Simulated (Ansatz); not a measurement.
A relaxation computed with Ansatz, from input to last step.

```yaml
crystal:
  lattice:
    - [3.3726336064, 0.0, 0.0]
    - [-1.6863168032, 2.9207863808, 0.0]
    - [0.0, 0.0, 7.2055158282]
  atoms:
    - { symbol: Te, position: [0.3333333333, 0.6666666667, 0.7482812163] }
    - { symbol: Te, position: [0.3333333333, 0.6666666667, 0.2517187837] }
    - { symbol: Mo, position: [0.0, 0.0, 0.0] }
basis:
  ecutwfc: 420
kpoints:
  mp_grid: { grid: [9, 9, 4] }
hamiltonian:
  xc: pbe
  dispersion: d3bj
scf:
  occupations: { method: gaussian, width: 0.02 }
output:
  forces: true
  stress: true
  eigenvalues: true
relax:
  adjacent_minimum: "off"
  f_tol: 0.01
  max_steps: 30
  cell: { stress_tol: 0.1, fix: [volume] }
```

```bash
ansatz run input.yaml --threads 1 --pin off --max-ram 2560MiB --backend cpu --events-out ev --progress --plain --runs-dir out
```

Method: Ansatz, DFT PBE+D3(BJ), scalar-relativistic, plane waves, PAW.

The volume is held at 0.88 times that of the relaxed cell.

Of 6 frames 5 are shown, positions in Å and forces in eV/Å; the SCF threshold varies from step to step. Steps run on the plane waves of an earlier cell, with a Pulay correction in the pressure. The basis is chosen afresh for the last frame, the zero of the energies, and at times for earlier ones too; energy and pressure step there, also at an unchanged geometry. The mark taken_back stands on steps that the optimiser undid.

```xyz
3
Lattice="3.3726 0.0000 0.0000 -1.6863 2.9208 0.0000 0.0000 0.0000 7.2055" Properties=species:S:1:pos:R:3:forces:R:3 pbc="T T T" step=1 free_energy_over_end_meV_per_atom=4.43 pressure_GPa=9.20
Te    0.0000    1.9472    5.3918    0.0000    0.0000   -0.4869
Te    0.0000    1.9472    1.8138    0.0000    0.0000    0.4869
Mo    0.0000    0.0000    0.0000    0.0000    0.0000    0.0000
3
Lattice="3.3926 0.0000 0.0000 -1.6963 2.9381 0.0000 0.0000 0.0000 7.1210" Properties=species:S:1:pos:R:3:forces:R:3 pbc="T T T" step=2 free_energy_over_end_meV_per_atom=47.57 pressure_GPa=2.76 taken_back
Te    0.0000    1.9587    5.2047    0.0000    0.0000    1.4973
Te    0.0000    1.9587    1.9163    0.0000    0.0000   -1.4973
Mo    0.0000    0.0000    0.0000    0.0000    0.0000    0.0000
3
Lattice="3.3633 0.0000 0.0000 -1.6817 2.9127 0.0000 0.0000 0.0000 7.2454" Properties=species:S:1:pos:R:3:forces:R:3 pbc="T T T" step=3 free_energy_over_end_meV_per_atom=0.62 pressure_GPa=7.17
Te    0.0000    1.9418    5.3937    0.0000    0.0000    0.0649
Te    0.0000    1.9418    1.8517    0.0000    0.0000   -0.0649
Mo    0.0000    0.0000    0.0000    0.0000    0.0000    0.0000
3
Lattice="3.3836 0.0000 0.0000 -1.6918 2.9303 0.0000 0.0000 0.0000 7.1589" Properties=species:S:1:pos:R:3:forces:R:3 pbc="T T T" step=4 free_energy_over_end_meV_per_atom=0.56 pressure_GPa=7.25
Te    0.0000    1.9535    5.3228    0.0000    0.0000    0.0495
Te    0.0000    1.9535    1.8362    0.0000    0.0000   -0.0495
Mo    0.0000    0.0000    0.0000    0.0000    0.0000    0.0000
3
Lattice="3.3740 0.0000 0.0000 -1.6870 2.9220 0.0000 0.0000 0.0000 7.1997" Properties=species:S:1:pos:R:3:forces:R:3 pbc="T T T" step=6 free_energy_over_end_meV_per_atom=0.00 pressure_GPa=7.39
Te    0.0000    1.9480    5.3591    0.0000    0.0000    0.0039
Te    0.0000    1.9480    1.8405    0.0000    0.0000   -0.0039
Mo    0.0000    0.0000    0.0000    0.0000    0.0000    0.0000
```

The run took 43 s on 1 thread of Arm Neoverse V2, with other jobs on the host, peak memory 0.35 GiB.